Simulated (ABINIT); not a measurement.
The system is BN.

```
CELL_PARAMETERS angstrom
1.25112 0.72234 3.37293
-1.25112 0.72234 3.37293
0.00000 -1.44467 3.37293
ATOMIC_POSITIONS crystal
N 0.66724 0.66724 0.66724
B 0.00033 0.00033 0.00033
```

The cell is a database's computed one.

Program: ABINIT 10.8.3 (patched build). Alike in all runs: task band structure; no spin polarisation; cell as given; k mesh 12 × 12 × 12; smearing fermi-dirac 0.05 eV.

Order these runs on this cell by their pressure, lowest first.
A. level r2SCAN; potentials or basis JTH PAW PBE v2.0; cutoff (eV) 844; fine-grid cutoff 1442.2 eV
B. level PBEsol; potentials or basis JTH PAW PBE v2.0; cutoff (eV) 707; fine-grid cutoff 1306.15 eV
C. level LDA; potentials or basis JTH PAW LDA v2.0; cutoff (eV) 707; fine-grid cutoff 1306.15 eV

C (-4.2 GPa), B (1.1 GPa), A (3.4 GPa).

Caveats: the atomic spheres overlap; the PAW data sets were made with another functional, which shifts forces and pressure a little (some runs).
